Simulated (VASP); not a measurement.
# CuI (pbesol) (F-43m) in VASP: further runs

Runs on CuI (pbesol). Level: PBEsol. Tasks: single point, relaxation of cell and atoms.

Everything below comes from runs of VASP 6.6.1. Logs are shortened: lines on timing, memory, paths and dates and some standing lists are left out, and cuts for length are marked.

## 1. The structure

Symmetry: F-43m, No. 216, cubic system. The conventional cell has a = 5.939 Å, b = 5.939 Å, c = 5.939 Å, α = 90.00°, β = 90.00°, γ = 90.00°. Cu (site symmetry -43m) is surrounded by 4 I at 2.57 Å. I (site symmetry -43m) is surrounded by 4 Cu at 2.57 Å.

## 2. Single point, PBEsol

File INCAR:

```
SYSTEM = CuI
PREC = Accurate ; ENCUT = 520
EDIFF = 1E-7 ; ISMEAR = 0
SIGMA = 0.02 ; LREAL = .FALSE.
LASPH = .TRUE. ; NELM = 100
ALGO = Fast ; ISIF = 2
LWAVE = .FALSE. ; LCHARG = .FALSE.
GGA = PS ; NBANDS = 16
```

File KPOINTS:

```
regular mesh
0
G
  8 8 8
  0 0 0
```

File POSCAR:

```
CuI
1.0
    0.0000000000      2.9695838585      2.9695838585
    2.9695838585      0.0000000000      2.9695838585
    2.9695838585      2.9695838585      0.0000000000
Cu I
1 1
Direct
    0.2500000000      0.2500000000      0.2500000000
    0.0000000000      0.0000000000      0.0000000000
```

Potentials or basis: VASP PAW PBE potentials, release 64 (Cu, I).

Command:

```sh
cat potpaw_PBE.64/Cu/POTCAR potpaw_PBE.64/I/POTCAR > POTCAR
mpirun -np 1 vasp_std > vasp.out
```

OUTCAR:

```text
SYSTEM = CuI
   PREC = Accurate
   ENCUT = 520
   EDIFF = 1E-7
   ISMEAR = 0
   LREAL = .FALSE.
   LASPH = .TRUE.
   NELM = 100
   ISIF = 2
   GGA = PS

 ion  position               nearest neighbor table
   1  0.250  0.250  0.250-   2 2.57   2 2.57   2 2.57   2 2.57
   2  0.000  0.000  0.000-   1 2.57   1 2.57   1 2.57   1 2.57

  LATTYP: Found a face centered cubic cell.
 ALAT       =     5.9391677170

  Lattice vectors:

 A1 = (   0.0000000000,   2.9695838585,   2.9695838585)
 A2 = (   2.9695838585,   0.0000000000,   2.9695838585)
 A3 = (   2.9695838585,   2.9695838585,   0.0000000000)

Analysis of symmetry for initial positions (statically):
=====================================================================
 Subroutine PRICEL returns:
 Original cell was already a primitive cell.

 Routine SETGRP: Setting up the symmetry group for a
 face centered cubic supercell.

 Subroutine GETGRP returns: Found 24 space group operations
 (whereof 24 operations were pure point group operations)
 out of a pool of 48 trial point group operations.

The static configuration has the point symmetry T_d .

Analysis of symmetry for dynamics (positions and initial velocities):
=====================================================================
 Subroutine PRICEL returns:
 Original cell was already a primitive cell.

 Routine SETGRP: Setting up the symmetry group for a
 face centered cubic supercell.

 Subroutine GETGRP returns: Found 24 space group operations
 (whereof 24 operations were pure point group operations)
 out of a pool of 48 trial point group operations.

The dynamic configuration has the point symmetry T_d .

 Subroutine INISYM returns: Found 24 space group operations
 (whereof 24 operations are pure point group operations),
 and found     1 'primitive' translations

----------------------------------------------------------------------------------------

                                     Primitive cell

  volume of cell :      52.3741

  direct lattice vectors                    reciprocal lattice vectors
     0.000000000  2.969583859  2.969583859    -0.168373760  0.168373760  0.168373760
     2.969583859  0.000000000  2.969583859     0.168373760 -0.168373760  0.168373760
     2.969583859  2.969583859  0.000000000     0.168373760  0.168373760 -0.168373760

  length of vectors
     4.199625767  4.199625767  4.199625767     0.291631907  0.291631907  0.291631907

  position of ions in fractional coordinates (direct lattice)
     0.250000000  0.250000000  0.250000000
     0.000000000  0.000000000  0.000000000

  ion indices of the primitive-cell ions
   primitive index   ion index
                 1           1
                 2           2

----------------------------------------------------------------------------------------

 KPOINTS: regular mesh

Automatic generation of k-mesh.
 Grid dimensions read from file:
 generate k-points for:    8    8    8

 Generating k-lattice:

  Cartesian coordinates                     Fractional coordinates (reciprocal lattice)
    -0.021046720  0.021046720  0.021046720     0.125000000  0.000000000  0.000000000
     0.021046720 -0.021046720  0.021046720     0.000000000  0.125000000  0.000000000
     0.021046720  0.021046720 -0.021046720     0.000000000  0.000000000  0.125000000

  Length of vectors
     0.036453988  0.036453988  0.036453988

  Shift w.r.t. Gamma in fractional coordinates (k-lattice)
     0.000000000  0.000000000  0.000000000

 Subroutine IBZKPT returns following result:
 ===========================================

 Found     29 irreducible k-points:

 Following reciprocal coordinates:
            Coordinates               Weight
  0.000000  0.000000  0.000000      1.000000
  0.125000  0.000000  0.000000      8.000000
  0.250000  0.000000  0.000000      8.000000
  0.375000  0.000000  0.000000      8.000000
  0.500000  0.000000  0.000000      4.000000
  0.125000  0.125000  0.000000      6.000000
[... 16 lines left out ...]
  0.500000  0.250000  0.125000     48.000000
 -0.375000  0.250000  0.125000     24.000000
 [... further k-points ...]
   k-points           NKPTS =     29   k-points in BZ     NKDIM =     29   number of bands    NBANDS=     16
   number of dos      NEDOS =    301   number of ions     NIONS =      2
   total plane-waves  NPLWV =  32768
   dimension x,y,z NGX =    32 NGY =   32 NGZ =   32
   dimension x,y,z NGXF=    64 NGYF=   64 NGZF=   64
   ions per type =               1   1
   NGX,Y,Z   is equivalent  to a cutoff of  12.67, 12.67, 12.67 a.u.
   NGXF,Y,Z  is equivalent  to a cutoff of  25.33, 25.33, 25.33 a.u.
 SYSTEM =  CuI
   PREC   = accura    normal or accurate (medium, high low for compatibility)
   ISTART =      0    job   : 0-new  1-cont  2-samecut
   ICHARG =      2    charge: 1-file 2-atom 10-const
   ISPIN  =      1    spin polarized calculation?
   LNONCOLLINEAR =      F non collinear calculations
   LSORBIT =      F    spin-orbit coupling
   LASPH  =      T    aspherical Exc in radial PAW
   ENCUT  =  520.0 eV  38.22 Ry    6.18 a.u.   7.81  7.81  7.81*2*pi/ulx,y,z
   NELM   =    100;   NELMIN=  2; NELMDL= -5     # of ELM steps
   EDIFF  = 0.1E-06   stopping-criterion for ELM
   LREAL  =      F    real-space projection
   EDIFFG = 0.1E-05   stopping-criterion for IOM
   NSW    =      0    number of steps for IOM
   IBRION =     -1    ionic relax: 0-MD 1-quasi-New 2-CG
   NFREE  =      0    steps in history (QN), initial steepest desc. (CG)
   ISIF   =      2    stress and relaxation
   ISYM   =      2    0-nonsym 1-usesym 2-fastsym
   POTIM  = 0.5000    time-step for ionic-motion
   TEBEG  =    0.0;   TEEND  =   0.0 temperature during run
   PSTRESS=    0.0 pullay stress
   NELECT =      18.0000    total number of electrons
   NUPDOWN=      -1.0000    fix difference up-down
   EMIN   =  10.00;   EMAX   =-10.00  energy-range for DOS
   EFERMI =   0.00;   METHOD = LEGACY
   ISMEAR =     0;   SIGMA  =   0.02  broadening in eV -4-tet -1-fermi 0-gaus
   EFERMI_NEDOS =   21; number of points for ismear=-14 and -15
   IALGO  =     68    algorithm
   IMIX   =      4    mixing-type and parameters
     AMIX     =   0.40;   BMIX     =  1.00
     AMIX_MAG =   1.60;   BMIX_MAG =  1.00
  volume/ion in A,a.u.               =      26.19       176.72
  Fermi-wavevector in a.u.,A,eV,Ry     =   1.146727  2.167000 17.891430  1.314983
  Thomas-Fermi vector in A             =   2.283410
   LORBIT       =      0    0 simple, 1 ext, 2 COOP (PROOUT), +10 PAW based schemes
   GGA     = PS    functional components
   LHFCALC =     F    Hartree Fock is set to
   AEXX    =    0.0000 exact exchange contribution
   IVDW    =     0    specifies the selected vdW correction
   LEPSILON=     F    determine dielectric tensor
   LRPA    =     F    only Hartree local field effects (RPA)
 non-spin polarized calculation
 RMM-DIIS sequential band-by-band and
 Gauss-broadening in eV      SIGMA  =   0.02
  energy-cutoff  :      520.00
  volume of cell :       52.37
 maximum number of plane-waves:      1424
   NGX = 15   NGY = 15   NGZ = 15

 number of electron      17.9999993 magnetization

 Free energy of the ion-electron system (eV)
  ---------------------------------------------------
  ext. energy  EPLUGINS =         0.00000000
  ---------------------------------------------------
  free energy    TOTEN  =        -6.32060711 eV

  energy without entropy =       -6.32060711  energy(sigma->0) =       -6.32060711

 E-fermi :   5.0876     XC(G=0):  -9.4273

 val. band max:        4.9730657325   @ k =   0.0000   0.0000   0.0000
 cond. band min:       6.1696805758   @ k =   0.0000   0.0000   0.0000
 fundamental gap:      1.1966148433
 Fermi energy:         5.0875686369

 k-point     1 :       0.0000    0.0000    0.0000
  band No.  band energies     occupation
      1      -9.3959      2.00000
      2       1.0347      2.00000
      3       1.0347      2.00000
      4       1.0347      2.00000
      5       2.8285      2.00000
      6       2.8285      2.00000
[... 8 lines left out ...]
     15      14.6619      0.00000
     16      14.6619      0.00000

 k-point     2 :       0.1250    0.0000    0.0000
  band No.  band energies     occupation
      1      -9.3118      2.00000
      2       0.7326      2.00000
      3       1.0433      2.00000
      4       1.0433      2.00000
      5       2.8211      2.00000
      6       2.8211      2.00000
[... 8 lines left out ...]
     15      13.9052      0.00000
     16      13.9052      0.00000

 k-point     3 :       0.2500    0.0000    0.0000
  band No.  band energies     occupation
      1      -9.0946      2.00000
      2      -0.0017      2.00000
      3       1.0604      2.00000
      4       1.0604      2.00000
      5       2.8171      2.00000
      6       2.8171      2.00000
[... 8 lines left out ...]
     15      13.6946      0.00000
     16      13.7638      0.00000

 k-point     4 :       0.3750    0.0000    0.0000
  band No.  band energies     occupation
      1      -8.8531      2.00000
      2      -0.7297      2.00000
      3       1.0715      2.00000
      4       1.0715      2.00000
      5       2.8390      2.00000
      6       2.8390      2.00000
[... 8 lines left out ...]
     15      14.6803      0.00000
     16      14.6803      0.00000
[... 324 lines left out ...]
 k-point    22 :       0.3750    0.2500    0.1250
  band No.  band energies     occupation
      1      -8.9251      2.00000
      2      -0.2102      2.00000
      3       0.8215      2.00000
      4       1.0524      2.00000
      5       2.7475      2.00000
      6       2.8690      2.00000
[... 8 lines left out ...]
     15      15.3734      0.00000
     16      16.3904      0.00000

 k-point    23 :       0.5000    0.2500    0.1250
  band No.  band energies     occupation
      1      -8.7235      2.00000
      2      -0.5779      2.00000
      3       0.5816      2.00000
      4       1.0436      2.00000
      5       2.7739      2.00000
      6       2.8440      2.00000
[... 8 lines left out ...]
     15      15.7156      0.00000
     16      16.5218      0.00000

 k-point    24 :      -0.3750    0.2500    0.1250
  band No.  band energies     occupation
      1      -8.6342      2.00000
      2      -0.7380      2.00000
      3       0.4760      2.00000
      4       1.0322      2.00000
      5       2.7533      2.00000
      6       2.8393      2.00000
[... 8 lines left out ...]
     15      15.7497      0.00000
     16      16.4316      0.00000

 [... further k-points ...]
[... 5 lines left out ...]
  --------------------------------------------------------------------------------------
  -------------------------------------------------------------------------------------
  Total        0.0435841      0.0435841      0.0435841      0.0000000     -0.0000000      0.0000000
  in kB        1.3332802      1.3332802      1.3332802      0.0000000     -0.0000000      0.0000000
  external PRESSURE =       1.3332802 kB  Pullay stress =       0.0000000 kB

 VOLUME and BASIS-vectors are now :
 -----------------------------------------------------------------------------
  energy-cutoff  :      520.00
  volume of cell :       52.37
      direct lattice vectors                 reciprocal lattice vectors
     0.000000000  2.969583859  2.969583859    -0.168373760  0.168373760  0.168373760
     2.969583859  0.000000000  2.969583859     0.168373760 -0.168373760  0.168373760
     2.969583859  2.969583859  0.000000000     0.168373760  0.168373760 -0.168373760

 POSITION                                       TOTAL-FORCE (eV/Angst)
 -----------------------------------------------------------------------------------
      1.48479      1.48479      1.48479         0.000000      0.000000      0.000000
      0.00000      0.00000      0.00000         0.000000     -0.000000      0.000000
 -----------------------------------------------------------------------------------
    total drift:                                0.000000      0.000000      0.000000

  FREE ENERGIE OF THE ION-ELECTRON SYSTEM (eV)
  ---------------------------------------------------
  free  energy   TOTEN  =        -6.3206071086 eV

  energy  without entropy=       -6.3206071086  energy(sigma->0) =       -6.32060711
```

Wall time 18 s (1 thread of Intel Xeon Platinum 8488C (Sapphire Rapids), shared host); peak memory 0.18 GiB.

Results:

| Item | Value |
| --- | --- |
| Free energy | -6.3206 eV |
| Pressure | 0.1 GPa |
| Band gap on the k mesh | 1.20 eV, direct |

Caveat: the PAW data sets were made with another functional, which shifts forces and pressure a little; spin-orbit coupling is left out, which moves the levels of the heavy elements.

## 3. Relaxation of cell and atoms, PBEsol

This run uses another cell than the first one, of 27.86 Å³/atom, 1.064 times its volume.

File INCAR:

```
SYSTEM = CuI
ALGO = Fast
EDIFF = 1E-7
EDIFFG = -0.002
ENCUT = 600
GGA = PS
IBRION = 2
ISIF = 3
ISMEAR = 0
LASPH = .True.
LCHARG = .False.
LREAL = .False.
LWAVE = .False.
NELM = 100
NSW = 100
PREC = Accurate
SIGMA = 0.02
```

File KPOINTS:

```
k-points
0
Gamma
  8 8 8
  0 0 0
```

File POSCAR:

```
CuI
1.0
    0.0000000000      3.0315000000      3.0315000000
    3.0315000000      0.0000000000      3.0315000000
    3.0315000000      3.0315000000      0.0000000000
Cu I
1 1
Direct
    0.2500000000      0.2500000000      0.2500000000
    0.0000000000      0.0000000000      0.0000000000
```

Potentials or basis: VASP PAW PBE potentials, release 64 (Cu, I).

Command:

```sh
cat potpaw_PBE.64/Cu/POTCAR potpaw_PBE.64/I/POTCAR > POTCAR
mpirun -np 1 vasp_std > vasp.out
```

OUTCAR:

```text
SYSTEM = CuI
   EDIFF = 1E-7
   EDIFFG = -0.002
   ENCUT = 600
   GGA = PS
   IBRION = 2
   ISIF = 3
   ISMEAR = 0
   LASPH = .True.
   LREAL = .False.
   NELM = 100
   NSW = 100
   PREC = Accurate

 ion  position               nearest neighbor table
   1  0.250  0.250  0.250-   2 2.63   2 2.63   2 2.63   2 2.63
   2  0.000  0.000  0.000-   1 2.63   1 2.63   1 2.63   1 2.63

  LATTYP: Found a face centered cubic cell.
 ALAT       =     6.0630000000

  Lattice vectors:

 A1 = (   0.0000000000,   3.0315000000,   3.0315000000)
 A2 = (   3.0315000000,   0.0000000000,   3.0315000000)
 A3 = (   3.0315000000,   3.0315000000,   0.0000000000)

Analysis of symmetry for initial positions (statically):
=====================================================================
 Subroutine PRICEL returns:
 Original cell was already a primitive cell.

 Routine SETGRP: Setting up the symmetry group for a
 face centered cubic supercell.

 Subroutine GETGRP returns: Found 24 space group operations
 (whereof 24 operations were pure point group operations)
 out of a pool of 48 trial point group operations.

The static configuration has the point symmetry T_d .

Analysis of symmetry for dynamics (positions and initial velocities):
=====================================================================
 Subroutine PRICEL returns:
 Original cell was already a primitive cell.

 Routine SETGRP: Setting up the symmetry group for a
 face centered cubic supercell.

 Subroutine GETGRP returns: Found 24 space group operations
 (whereof 24 operations were pure point group operations)
 out of a pool of 48 trial point group operations.

The dynamic configuration has the point symmetry T_d .

 Subroutine INISYM returns: Found 24 space group operations
 (whereof 24 operations are pure point group operations),
 and found     1 'primitive' translations

----------------------------------------------------------------------------------------

[... 134 lines left out ...]

 number of electron      18.0000006 magnetization

 Free energy of the ion-electron system (eV)
  ---------------------------------------------------
  ext. energy  EPLUGINS =         0.00000000
  ---------------------------------------------------
  free energy    TOTEN  =        -6.29453055 eV

  energy without entropy =       -6.29453055  energy(sigma->0) =       -6.29453055

------------------------ aborting loop because EDIFF is reached ----------------------------------------

  FORCE on cell =-STRESS in cart. coord.  units (eV):
  Direction    XX          YY          ZZ          XY          YZ          ZX
  --------------------------------------------------------------------------------------
  -------------------------------------------------------------------------------------
  Total       -0.8645382     -0.8645382     -0.8645382      0.0000000      0.0000000      0.0000000
  in kB      -24.8594796    -24.8594796    -24.8594796      0.0000000      0.0000000      0.0000000
  external PRESSURE =     -24.8594796 kB  Pullay stress =       0.0000000 kB
[... 131 lines left out ...]
--------------------------------------- Ionic step        5  -------------------------------------------

 number of electron      17.9999991 magnetization

 Free energy of the ion-electron system (eV)
  ---------------------------------------------------
  ext. energy  EPLUGINS =         0.00000000
  ---------------------------------------------------
  free energy    TOTEN  =        -6.32111396 eV

  energy without entropy =       -6.32111396  energy(sigma->0) =       -6.32111396

 E-fermi :   5.0345     XC(G=0):  -9.4158

 val. band max:        4.9449457790   @ k =   0.0000   0.0000   0.0000
 cond. band min:       6.1345299232   @ k =   0.0000   0.0000   0.0000
 fundamental gap:      1.1895841442
 Fermi energy:         5.0344541139

 k-point     1 :       0.0000    0.0000    0.0000
  band No.  band energies     occupation
      1      -9.4097      2.00000
      2       1.0187      2.00000
      3       1.0187      2.00000
      4       1.0187      2.00000
      5       2.8116      2.00000
      6       2.8116      2.00000
      7       4.9449      2.00000
      8       4.9449      2.00000
      9       4.9449      2.00000
     10       6.1345      0.00000
     11       9.7069      0.00000
     12       9.7069      0.00000
     13       9.7069      0.00000
[... 354 lines left out ...]
  band No.  band energies     occupation
      1      -8.6528      2.00000
      2      -0.7511      2.00000
      3       0.4605      2.00000
      4       1.0153      2.00000
      5       2.7368      2.00000
      6       2.8224      2.00000
      7       2.9493      2.00000
      8       3.4363      2.00000
      9       3.7804      2.00000
     10       8.5131      0.00000
     11       9.4558      0.00000
     12      11.2012      0.00000
     13      12.4060      0.00000

 [... further k-points ...]
[... 5 lines left out ...]
  --------------------------------------------------------------------------------------
  -------------------------------------------------------------------------------------
  Total       -0.0009686     -0.0009686     -0.0009686     -0.0000000      0.0000000     -0.0000000
  in kB       -0.0295590     -0.0295590     -0.0295590     -0.0000000      0.0000000     -0.0000000
  external PRESSURE =      -0.0295590 kB  Pullay stress =       0.0000000 kB
[... 17 lines left out ...]
  FREE ENERGIE OF THE ION-ELECTRON SYSTEM (eV)
  ---------------------------------------------------
  free  energy   TOTEN  =        -6.3211139571 eV

  energy  without entropy=       -6.3211139571  energy(sigma->0) =       -6.32111396

 reached required accuracy - stopping structural energy minimisation
```

Run time: 1.9 min. Hardware: 1 thread of Intel Xeon Platinum 8488C (Sapphire Rapids), shared host; peak memory 0.22 GiB.

Results:

| Item | Value |
| --- | --- |
| Free energy | -6.3211 eV |
| Relaxed volume | 26.25 Å³/atom |
| Relaxed cell | a = 4.203 Å, b = 4.203 Å, c = 4.203 Å, α = 60.00°, β = 60.00°, γ = 60.00° |
| Space group after relaxing (to 0.05 Å) | F-43m (No. 216) |
| Energy gained by relaxing | 13.3 meV/atom |
| Ionic steps | 5 |
| Pressure after relaxing | 0.0 GPa |
| Band gap on the k mesh | 1.19 eV, direct |

The path:
| step | energy change (eV) | largest force (eV/Å) | pressure (GPa) | volume (Å³) |
| --- | --- | --- | --- | --- |
| 1 | 0.0000 | 0.0000 | -2.49 | 55.72 |
| 2 | -0.0265 | 0.0000 | 0.25 | 52.31 |
| 3 | -0.0266 | 0.0000 | -0.06 | 52.55 |
| 4 | -0.0266 | 0.0000 | 0.01 | 52.49 |
| 5 | -0.0266 | 0.0000 | 0.00 | 52.50 |

Final structure:
```cif
data_structure
_symmetry_space_group_name_H-M 'P 1'
_symmetry_Int_Tables_number 1
_cell_length_a 4.2031
_cell_length_b 4.2031
_cell_length_c 4.2031
_cell_angle_alpha 60.000
_cell_angle_beta 60.000
_cell_angle_gamma 60.000
_cell_volume 52.50
loop_
_atom_site_label
_atom_site_type_symbol
_atom_site_fract_x
_atom_site_fract_y
_atom_site_fract_z
_atom_site_occupancy
Cu1 Cu 0.25000 0.25000 0.25000 1
I1 I 0.00000 0.00000 0.00000 1
```

Caveat: the PAW data sets were made with another functional, which shifts forces and pressure a little; spin-orbit coupling is left out, which moves the levels of the heavy elements.

(Continued in part 2 of 2.)
